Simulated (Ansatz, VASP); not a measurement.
InAs: VASP beside Ansatz

```
CELL_PARAMETERS angstrom
0.00000 3.19301 3.19301
3.19301 0.00000 3.19301
3.19301 3.19301 0.00000
ATOMIC_POSITIONS crystal
In 0.00000 0.00000 0.00000
As 0.25000 0.25000 0.25000
```

Alike in both runs: task single point; functional PBE; k mesh 12 × 12 × 12; occupations gaussian, width 0.1 eV; no spin polarisation.

|  | VASP | Ansatz |
| --- | --- | --- |
| version | VASP 6.6.1 | Ansatz 0.2.0 |
| potentials or method | VASP PAW PBE potentials, release 64 (In_d, As) | scalar-relativistic, plane waves, PAW |
| plane-wave cutoff (eV) | 520 | 420 |
| valence electrons in the cell | 18 | 28 |

|  | VASP | Ansatz | Ansatz less VASP |
| --- | --- | --- | --- |
| gap on the k mesh at the Fermi level (eV) | none | none | - |
| pressure (GPa) | -3.7 | -3.7 | -0.01 |

A gap of «none» marks a metal or a gap that the smearing closes. The functional is the same, so the differences come from potentials, cutoffs and numerics. The two sets of potentials don't hold the same shells in valence.
